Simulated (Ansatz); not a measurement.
Ta (dhcp): energy against volume

Level of theory: DFT, RPBE, plane waves (420 eV) with PAW, scalar-relativistic in Ansatz. The PAW files were generated under PBE, with cores re-solved for the functional.

The cell is scaled uniformly from the relaxed one, with fractional coordinates and shape fixed. Energies are extrapolated to zero smearing, pressures are those at the given smearing. Magnetic state: spin not included.

A Birch-Murnaghan fit gives V₀ = 19.11 Å³/atom, B₀ = 184 GPa, B₀′ = 3.7.

What are the energy above the minimum and the pressure at 16.832 Å³/atom?

190.6 meV/atom and 29.63 GPa as computed.

What are the energy above the minimum and the pressure at 20.658 Å³/atom?

63.4 meV/atom and -12.17 GPa as computed.

What are the energy above the minimum and the pressure at 21.423 Å³/atom?

133.7 meV/atom and -16.71 GPa as computed.
